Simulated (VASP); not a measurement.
# Cd (P6_3/mmc) in VASP: further runs

The runs below take Cd through relaxation of cell and atoms, with RPBE, PBEsol, PBE.

Everything below comes from runs of VASP 6.6.1. Logs are shortened: lines on timing, memory, paths and dates and some standing lists are left out, and cuts for length are marked.

**1. The structure**

The structure is hexagonal, space group P6_3/mmc (No. 194). The conventional cell has a = 3.093 Å, b = 3.093 Å, c = 5.877 Å, α = 90.00°, β = 90.00°, γ = 120.00°. Around Cd (site symmetry -6m2) lie 12 Cd at 3.09 to 3.44 Å.

**2. Relaxation of cell and atoms, RPBE**

Contents of INCAR:

```
SYSTEM = Cd
  PREC = Accurate
  ENCUT = 600
  EDIFF = 1E-7
  ISMEAR = 1
  SIGMA = 0.1
  LREAL = .FALSE.
  LASPH = .TRUE.
  NELM = 80
  ALGO = Normal
  ISIF = 3
  LWAVE = .FALSE.
  LCHARG = .FALSE.
  GGA = RP
  IBRION = 2
  NSW = 90
  EDIFFG = -0.005
```

Contents of KPOINTS:

```
Automatic mesh
0
G
  15 15 7
  0 0 0
```

Contents of POSCAR:

```
Cd                                      
1.0
    3.0926967576      0.0000000000      0.0000000000
   -1.5463483788      2.6783539583     -0.0000000000
    0.0000000000     -0.0000000000      5.8771661636
  Cd            
     2
Direct
     0.3333333332999970    0.6666666667000030    0.2500000000000000
     0.6666666667000030    0.3333333332999970    0.7500000000000000
```

Potentials or basis: VASP PAW PBE potentials, release 64 (Cd).

Started as:

```console
> cat potpaw_PBE.64/Cd/POTCAR > POTCAR
> mpirun -np 1 vasp_std > vasp.out
```

OUTCAR:

```text
SYSTEM = Cd
   PREC = Accurate
   ENCUT = 600
   EDIFF = 1E-7
   ISMEAR = 1
   LREAL = .FALSE.
   LASPH = .TRUE.
   NELM = 80
   ISIF = 3
   GGA = RP
   IBRION = 2
   NSW = 90
   EDIFFG = -0.005

 ion  position               nearest neighbor table
   1  0.333  0.667  0.250-   2 3.44   2 3.44   2 3.44   2 3.44   2 3.44   2 3.44
   2  0.667  0.333  0.750-   1 3.44   1 3.44   1 3.44   1 3.44   1 3.44   1 3.44

  LATTYP: Found a hexagonal cell.
 ALAT       =     3.0926967576
 C/A-ratio  =     1.9003370276

  Lattice vectors:

 A1 = (   3.0926967576,   0.0000000000,   0.0000000000)
 A2 = (  -1.5463483788,   2.6783539583,   0.0000000000)
 A3 = (   0.0000000000,   0.0000000000,   5.8771661636)

Analysis of symmetry for initial positions (statically):
=====================================================================
 Subroutine PRICEL returns:
 Original cell was already a primitive cell.

 Routine SETGRP: Setting up the symmetry group for a
 hexagonal supercell.

 Subroutine GETGRP returns: Found 24 space group operations
 (whereof 12 operations were pure point group operations)
 out of a pool of 24 trial point group operations.

The static configuration has the point symmetry D_3d.
 The point group associated with its full space group is D_6h.

Analysis of symmetry for dynamics (positions and initial velocities):
=====================================================================
 Subroutine PRICEL returns:
 Original cell was already a primitive cell.

 Routine SETGRP: Setting up the symmetry group for a
 hexagonal supercell.

 Subroutine GETGRP returns: Found 24 space group operations
 (whereof 12 operations were pure point group operations)
 out of a pool of 24 trial point group operations.

The dynamic configuration has the point symmetry D_3d.
 The point group associated with its full space group is D_6h.

 Subroutine INISYM returns: Found 24 space group operations
 (whereof 12 operations are pure point group operations),
 and found     1 'primitive' translations

----------------------------------------------------------------------------------------

                                     Primitive cell

  volume of cell :      48.6825

  direct lattice vectors                    reciprocal lattice vectors
     3.092696758  0.000000000  0.000000000     0.323342403  0.186681823  0.000000000
    -1.546348379  2.678353958  0.000000000     0.000000000  0.373363646  0.000000000
[... 113 lines left out ...]
   IVDW    =     0    specifies the selected vdW correction
   LEPSILON=     F    determine dielectric tensor
   LRPA    =     F    only Hartree local field effects (RPA)
 conjugate gradient relaxation of ions
 non-spin polarized calculation
 Methfessel and Paxton  Order N= 1 SIGMA  =   0.10
  energy-cutoff  :      600.00
  volume of cell :       48.68
 maximum number of plane-waves:      1650
 NGX is ok and might be reduce to    28
   NGX = 13   NGY = 13   NGZ = 23

--------------------------------------- Ionic step        1  -------------------------------------------

 number of electron      23.9999999 magnetization

 Free energy of the ion-electron system (eV)
  ---------------------------------------------------
  ext. energy  EPLUGINS =         0.00000000
  ---------------------------------------------------
  free energy    TOTEN  =        -0.71823710 eV

  energy without entropy =       -0.71782383  energy(sigma->0) =       -0.71809934

------------------------ aborting loop because EDIFF is reached ----------------------------------------

  FORCE on cell =-STRESS in cart. coord.  units (eV):
  Direction    XX          YY          ZZ          XY          YZ          ZX
  --------------------------------------------------------------------------------------
  -------------------------------------------------------------------------------------
  Total        0.0008515      0.0008515      0.0374511      0.0000000     -0.0000000      0.0000000
  in kB        0.0280246      0.0280246      1.2325409      0.0000000     -0.0000000      0.0000000
  external PRESSURE =       0.4295301 kB  Pullay stress =       0.0000000 kB
[... 89 lines left out ...]
  FREE ENERGIE OF THE ION-ELECTRON SYSTEM (eV)
  ---------------------------------------------------
  free  energy   TOTEN  =        -0.7182884611 eV

  energy  without entropy=       -0.7178030239  energy(sigma->0) =       -0.71812665

[... ionic steps 4 to 7 ...]

--------------------------------------- Ionic step        8  -------------------------------------------

 number of electron      24.0000005 magnetization

------------------------ aborting loop because EDIFF is reached ----------------------------------------
[... 67 lines left out ...]
--------------------------------------- Ionic step       10  -------------------------------------------

 number of electron      24.0000004 magnetization

 Free energy of the ion-electron system (eV)
  ---------------------------------------------------
  ext. energy  EPLUGINS =         0.00000000
  ---------------------------------------------------
  free energy    TOTEN  =        -0.71928756 eV

  energy without entropy =       -0.71907641  energy(sigma->0) =       -0.71921718

 E-fermi :   2.3318     XC(G=0): -10.2495

 val. band max:        2.3246393637   @ k =   0.2000   0.0667   0.1429
 cond. band min:       2.3799229359   @ k =   0.2667   0.0667   0.0000
 fundamental gap:      0.0552835723
 Fermi energy:         2.3318007869

 k-point     1 :       0.0000    0.0000    0.0000
  band No.  band energies     occupation
      1      -7.2218      2.00000
      2      -7.0719      2.00000
      3      -6.7579      2.00000
      4      -6.7579      2.00000
      5      -6.7269      2.00000
      6      -6.7269      2.00000
[... 433 lines left out ...]
      3      -6.9014      2.00000
      4      -6.6888      2.00000
      5      -6.6297      2.00000
      6      -6.4544      2.00000
[... 8 lines left out ...]
     15       6.0794      0.00000
     16       6.1568      0.00000

 [... further k-points ...]

------------------------ aborting loop because EDIFF is reached ----------------------------------------

  FORCE on cell =-STRESS in cart. coord.  units (eV):
  Direction    XX          YY          ZZ          XY          YZ          ZX
  --------------------------------------------------------------------------------------
  -------------------------------------------------------------------------------------
  Total       -0.0009238     -0.0009238      0.0010724      0.0000000     -0.0000000     -0.0000000
  in kB       -0.0302773     -0.0302773      0.0351449      0.0000000     -0.0000000     -0.0000000
  external PRESSURE =      -0.0084699 kB  Pullay stress =       0.0000000 kB
[... 17 lines left out ...]
  FREE ENERGIE OF THE ION-ELECTRON SYSTEM (eV)
  ---------------------------------------------------
  free  energy   TOTEN  =        -0.7192875595 eV

  energy  without entropy=       -0.7190764117  energy(sigma->0) =       -0.71921718

 reached required accuracy - stopping structural energy minimisation
```

CONTCAR:

```text
Cd
   1.00000000000000
     3.0681859134647294    0.0000000000000001    0.0000000000000000
    -1.5340929567323645    2.6571269446102592   -0.0000000000000000
    -0.0000000000000000   -0.0000000000000001    5.9965320733075460
  Cd
     2
Direct
     0.3333333332999970    0.6666666667000030    0.2500000000000000
     0.6666666667000030    0.3333333332999970    0.7500000000000000

  0.00000000E+00  0.00000000E+00  0.00000000E+00
  0.00000000E+00  0.00000000E+00  0.00000000E+00
```

Run time: 3.8 min. Hardware: 1 thread of Intel Xeon 6975P-C (Granite Rapids), shared host; peak memory 0.25 GiB.

What came out:

| Quantity | Value |
| --- | --- |
| Free energy | -0.7193 eV |
| Relaxed volume | 24.44 Å³/atom |
| Relaxed cell | a = 3.068 Å, b = 3.068 Å, c = 5.997 Å, α = 90.00°, β = 90.00°, γ = 120.00° |
| Space group after relaxing (to 0.05 Å) | P6_3/mmc (No. 194) |
| Energy gained by relaxing | 0.5 meV/atom |
| Ionic steps | 10 |
| Pressure after relaxing | 0.0 GPa |
| Band gap on the k mesh | none (metal or under the smearing width) |

The path:
```csv
step,energy change (eV),largest force (eV/Å),pressure (GPa),volume (Å³)
1,0.0000,0.0000,0.04,48.68
2,0.0000,0.0000,0.01,48.73
3,-0.0001,0.0000,-0.02,48.78
4,-0.0001,0.0000,-0.08,48.88
5,-0.0001,0.0000,-0.09,48.88
6,-0.0002,0.0000,-0.08,48.88
7,-0.0003,0.0000,-0.08,48.88
8,-0.0008,0.0000,-0.07,48.89
9,-0.0006,0.0000,0.13,48.88
10,-0.0011,0.0000,0.00,48.89
```

Final structure:
```xyz
2
Lattice="3.0682 0.0000 0.0000 -1.5341 2.6571 0.0000 0.0000 0.0000 5.9965" Properties=species:S:1:pos:R:3 pbc="T T T"
Cd    0.0000    1.7714    1.4991
Cd    1.5341    0.8857    4.4974
```

Caveat: the PAW data sets were made with another functional, which shifts forces and pressure a little. RPBE and its kin give volumes clearly too large for solids.

**3. Relaxation of cell and atoms, PBEsol**

This run uses another cell than the first one, of 21.59 Å³/atom, 0.887 times its volume.

Contents of INCAR:

```
PREC = Accurate
ENCUT = 600
EDIFF = 1E-6
ISMEAR = 1
SIGMA = 0.1
LREAL = F
LASPH = T
NELM = 80
ALGO = Normal
ISIF = 3
LWAVE = F
LCHARG = F
GGA = PS
IBRION = 2
NSW = 90
EDIFFG = -0.01
KPAR = 2
```

Contents of KPOINTS:

```
regular mesh
0
Gamma
  15 15 7
```

Contents of POSCAR:

```
Cd
1.0
    2.9788700000      0.0000000000      0.0000000000
   -1.4894350000      2.5797770946      0.0000000000
    0.0000000000      0.0000000000      5.6176500000
Cd
2
Direct
    0.3333333333      0.6666666667      0.2500000000
    0.6666666667      0.3333333333      0.7500000000
```

Potentials or basis: VASP PAW PBE potentials, release 64 (Cd).

Started as:

```console
> cat potpaw_PBE.64/Cd/POTCAR > POTCAR
> mpirun -np 2 vasp_std > vasp.out
```

Run time: 70 s. Hardware: 2 MPI ranks of Intel Xeon 6975P-C (Granite Rapids), shared host; peak memory 0.22 GiB.

The run converged. Its results:

```
Free energy                            : -2.4074 eV
Relaxed volume                         : 21.19 Å³/atom
Relaxed cell                           : a = 2.941 Å, b = 2.941 Å, c = 5.656 Å, α = 90.00°, β = 90.00°, γ = 120.00°
Space group after relaxing (to 0.05 Å) : P6_3/mmc (No. 194)
Energy gained by relaxing              : 3.4 meV/atom
Ionic steps                            : 11
Pressure after relaxing                : 0.0 GPa
Band gap on the k mesh                 : none (metal or under the smearing width)
```

The path:
| step | energy change (eV) | largest force (eV/Å) | pressure (GPa) | volume (Å³) |
| --- | --- | --- | --- | --- |
| 1 | 0.0000 | 0.0000 | -1.44 | 43.17 |
| 2 | -0.0056 | 0.0000 | 0.39 | 41.97 |
| 3 | -0.0058 | 0.0000 | 0.18 | 42.12 |
| 4 | -0.0058 | 0.0000 | 0.09 | 42.15 |
| 5 | -0.0062 | 0.0000 | 0.04 | 42.20 |
| 6 | -0.0067 | 0.0000 | 0.07 | 42.27 |
| 7 | -0.0057 | 0.0000 | 0.12 | 42.40 |
| 8 | -0.0067 | 0.0000 | 0.10 | 42.29 |
| 9 | -0.0067 | 0.0000 | 0.06 | 42.29 |
| 10 | -0.0067 | 0.0000 | 0.07 | 42.29 |
| 11 | -0.0067 | 0.0000 | -0.01 | 42.38 |

Final structure:
```
Cd
1.0
     2.94129    0.00000    0.00000
    -1.47065    2.54723    0.00000
     0.00000    0.00000    5.65593
Cd
2
Direct
  0.33333 0.66667 0.25000
  0.66667 0.33333 0.75000
```

Levels at points of the mesh, in eV from the Fermi level:
```csv
k point,band 10,band 11,band 12,band 13,band 14,band 15
"(0.00, 0.00, 0.00)",-8.51,-8.51,-3.32,-3.30,10.06,14.48
```

Caveat: the PAW data sets were made with another functional, which shifts forces and pressure a little.

**4. Relaxation of cell and atoms, PBEsol**

This run uses another cell than the first one, of 21.19 Å³/atom, 0.870 times its volume.

Edit INCAR of step 3 so:

```diff
@@ -2,3 +2,3 @@
 ENCUT = 600
-EDIFF = 1E-6
+EDIFF = 1E-7
 ISMEAR = 1
@@ -15,3 +15,3 @@
 NSW = 90
-EDIFFG = -0.01
+EDIFFG = -0.005
 KPAR = 2
```

KPOINTS is that of step 3.

Contents of POSCAR:

```
Cd                                      
1.0
    2.9412910875      0.0000000000     -0.0000000000
   -1.4706455437      2.5472328017      0.0000000000
    0.0000000000     -0.0000000000      5.6559335162
  Cd            
     2
Direct
     0.3333333332999970    0.6666666667000030    0.2500000000000000
     0.6666666667000030    0.3333333332999970    0.7500000000000000
```

Started as:

```console
> cat potpaw_PBE.64/Cd/POTCAR > POTCAR
> mpirun -np 2 vasp_std > vasp.out
```

Wall time 17 s (2 MPI ranks of Intel Xeon 6975P-C (Granite Rapids), shared host); peak memory 0.2 GiB.

The run converged. Its results:

| Item | Value |
| --- | --- |
| Free energy | -2.4068 eV |
| Relaxed volume | 21.17 Å³/atom |
| Relaxed cell | a = 2.940 Å, b = 2.940 Å, c = 5.656 Å, α = 90.00°, β = 90.00°, γ = 120.00° |
| Space group after relaxing (to 0.05 Å) | P6_3/mmc (No. 194) |
| Energy gained by relaxing | 0.0 meV/atom |
| Ionic steps | 2 |
| Pressure after relaxing | 0.0 GPa |
| Band gap on the k mesh | none (metal or under the smearing width) |

Final structure:
```xyz
2
Lattice="2.9402 0.0000 0.0000 -1.4701 2.5463 0.0000 0.0000 0.0000 5.6555" Properties=species:S:1:pos:R:3 pbc="T T T"
Cd    0.0000    1.6975    1.4139
Cd    1.4701    0.8488    4.2416
```

Levels at points of the mesh, in eV from the Fermi level:
```csv
k point,band 10,band 11,band 12,band 13,band 14,band 15
"(0.00, 0.00, 0.00)",-8.51,-8.51,-3.32,-3.30,10.06,14.49
```

Caveat: the PAW data sets were made with another functional, which shifts forces and pressure a little.

**5. Relaxation of cell and atoms, PBE**

This run uses another cell than the first one, of 21.59 Å³/atom, 0.887 times its volume.

Contents of INCAR:

```
SYSTEM = Cd
PREC = Accurate
ENCUT = 600
EDIFF = 1E-6
ISMEAR = 1
SIGMA = 0.1
LREAL = .FALSE.
LASPH = .TRUE.
NELM = 80
ALGO = Normal
ISIF = 3
LWAVE = .FALSE.
LCHARG = .FALSE.
GGA = PE
IBRION = 2
NSW = 90
EDIFFG = -0.01
```

Contents of KPOINTS:

```
regular mesh
0
G
  15 15 7
  0 0 0
```

Contents of POSCAR:

```
Cd
1.0
    2.9788700000      0.0000000000      0.0000000000
   -1.4894350000      2.5797770946      0.0000000000
    0.0000000000      0.0000000000      5.6176500000
Cd
2
Direct
    0.3333333333      0.6666666667      0.2500000000
    0.6666666667      0.3333333333      0.7500000000
```

Started as:

```console
> cat potpaw_PBE.64/Cd/POTCAR > POTCAR
> mpirun -np 1 vasp_std > vasp.out
```

Run time: 2.5 min. Hardware: 1 thread of Intel Xeon 6975P-C (Granite Rapids), shared host; peak memory 0.22 GiB.

It converged, with:

| Property | Result |
| --- | --- |
| Free energy | -1.4973 eV |
| Relaxed volume | 23.04 Å³/atom |
| Relaxed cell | a = 3.013 Å, b = 3.013 Å, c = 5.862 Å, α = 90.00°, β = 90.00°, γ = 120.00° |
| Space group after relaxing (to 0.05 Å) | P6_3/mmc (No. 194) |
| Energy gained by relaxing | 12.8 meV/atom |
| Ionic steps | 11 |
| Pressure after relaxing | 0.0 GPa |
| Band gap on the k mesh | none (metal or under the smearing width) |

Step by step:
```tsv
step	energy change (eV)	largest force (eV/Å)	pressure (GPa)	volume (Å³)
1	0.0000	0.0000	3.01	43.17
2	-0.0225	0.0000	0.03	45.75
3	-0.0225	0.0000	0.00	45.80
4	-0.0230	0.0000	-0.12	45.82
5	-0.0246	0.0000	-0.06	45.89
6	-0.0239	0.0000	0.28	46.01
7	-0.0255	0.0000	0.04	45.93
8	-0.0255	0.0000	0.00	45.95
9	-0.0255	0.0000	0.09	45.94
10	-0.0255	0.0000	0.07	45.95
11	-0.0255	0.0000	-0.02	46.09
```

Final structure:
```yaml
crystal:
  lattice:
    - [3.01307, 0.00000, 0.00000]
    - [-1.50653, 2.60939, 0.00000]
    - [0.00000, 0.00000, 5.86167]
  atoms:
    - { symbol: Cd, position: [0.33333, 0.66667, 0.25000] }
    - { symbol: Cd, position: [0.66667, 0.33333, 0.75000] }
```

Levels at points of the mesh, in eV from the Fermi level:
```csv
k point,band 9,band 10,band 11,band 12,band 13,band 14,band 15,band 16
"(0.00, 0.00, 0.00)",-8.48,-8.48,-8.45,-3.42,-2.88,9.37,13.48,14.41
```

**6. Overview**

| level | gap on the mesh (eV) | pressure (GPa) | relaxed volume (Å³/atom) |
| --- | --- | --- | --- |
| RPBE | none | 0.0 | 24.44 |
| PBEsol | none | 0.0 | 21.17 |
| PBE | none | 0.0 | 23.04 |

Alike in all rows: task relaxation of cell and atoms; potentials or basis VASP PAW PBE potentials, release 64 (Cd); no spin polarisation; cell relaxed; k mesh 15 × 15 × 7; cutoff (eV) 600; smearing methfessel-paxton 0.1 eV.

Caveats: the PAW data sets were made with another functional, which shifts forces and pressure a little (some runs).

Total energies depend on the potentials used, so only differences within one code and one set of settings carry meaning.
